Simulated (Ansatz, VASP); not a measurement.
**BN: VASP beside Ansatz**

INCAR

```
ALGO = Normal
EDIFF = 1E-6
EDIFFG = -0.02
ENCUT = 520
GGA = PE
IBRION = 2
ISIF = 2
ISMEAR = -1
LASPH = True
LCHARG = False
LREAL = False
LWAVE = False
NELM = 100
NSW = 80
PREC = Accurate
SIGMA = 0.02
```

The input KPOINTS:

```
k-points
0
Gamma
  14 14 14
```

The input POSCAR:

```
BN
1.0
    0.0000000000      1.7830713297      1.7830713297
    1.7830713297      0.0000000000      1.7830713297
    1.7830713297      1.7830713297      0.0000000000
B N
1 1
Direct
    0.0000000000      0.0000000000      0.0000000000
    0.2500000000      0.2500000000      0.2500000000
```

Input for Ansatz:

```yaml
crystal:
  lattice:
    - [0.0, 1.7830713297, 1.7830713297]
    - [1.7830713297, 0.0, 1.7830713297]
    - [1.7830713297, 1.7830713297, 0.0]
  atoms:
    - { symbol: B, position: [0.0, 0.0, 0.0] }
    - { symbol: "N", position: [0.25, 0.25, 0.25] }
kpoints:
  mp_grid: { grid: [14, 14, 14] }
scf:
  occupations: { method: fermi_dirac, width: 0.02 }
hamiltonian:
  xc: pbe
  pseudopotentials: { kind: paw }
output:
  forces: true
  stress: true
  populations: true
  efg:
    quadrupole_moments_barn: { B: 0.04059, "N": 0.02044 }
    contact_densities: true
relax:
  f_tol: 0.02
  max_steps: 60
```

Change from the starting cell: volume scaled by 0.96, ions relaxed.

Alike in both runs: task relaxation of the atoms; functional PBE; k mesh 14 × 14 × 14; occupations fermi-dirac, width 0.02 eV; no spin polarisation.

|  | VASP | Ansatz |
| --- | --- | --- |
| version | VASP 6.6.1 | Ansatz 0.2.0 |
| potentials or method | VASP PAW PBE potentials, release 64 (B, N) | plane-wave PAW, scalar-relativistic |
| plane-wave cutoff (eV) | 520 | 420 |
| valence electrons in the cell | 8 | 8 |

Ansatz gave:

| Quantity | Value |
| --- | --- |
| gap on the k mesh at the Fermi level, each at its own relaxed structure (eV) | 4.51 |

Problem. Estimate VASP's values.

Solution. gap on the k mesh at the Fermi level, each at its own relaxed structure (eV): 4.50.

Ansatz warned: «stress_scf_threshold_loose».

Caveats: the relaxation stopped at its first step, so nothing moved. A k mesh can miss the band edges.
